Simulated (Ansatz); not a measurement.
## Ligand exchange: SiH(CH3)(SiH3)2 + C3H9N → SiH(NH2)(SiH3)2 + C4H10

Species: SiH(CH3)(SiH3)2, singlet; C3H9N (propylamine) `CCCN`, singlet; SiH(NH2)(SiH3)2, singlet; C4H10 `CCCC`, singlet. The partners trade CH3 for NH2: Si–CH3 and C–NH2 bonds give way to Si–NH2 and C–CH3.

Shapes, held fixed at every level: PBE0-D4/def2-TZVP. Flexible molecules stand in one conformer, not always the lowest. Programs: Ansatz 0.2.0. Electronic energies: no zero-point or thermal term.

**Question.** Estimate ΔE of this reaction.

**Answer.** The highest level, CCSD(T)/CBS estimate, gives ΔE = -71.2 kJ/mol; the levels span -71.2 to -61.2. The column of differences is taken from that level and isn't an error. No measured value is set beside it here. The CBS estimate extrapolates MP2 from def2-TZVPP and def2-QZVPP and adds CCSD(T) − MP2 in the triple-zeta set, cores frozen.

```csv
level,kind,ΔE (kJ/mol),less CCSD(T)/CBS estimate
PBE-D4/def2-TZVPP,GGA,-61.2,+10.0
r2SCAN-D4/def2-TZVPP,meta-GGA,-67.3,+3.9
B3LYP-D4/def2-TZVPP,global hybrid,-69.6,+1.6
PBE0-D4/def2-TZVPP,global hybrid,-64.6,+6.6
wB97M-V/def2-TZVPP,range-separated hybrid,-68.9,+2.3
CCSD(T)/def2-TZVPP,coupled cluster or CI,-68.7,+2.5
CCSD(T)/CBS estimate,coupled cluster or CI,-71.2,0.0
```
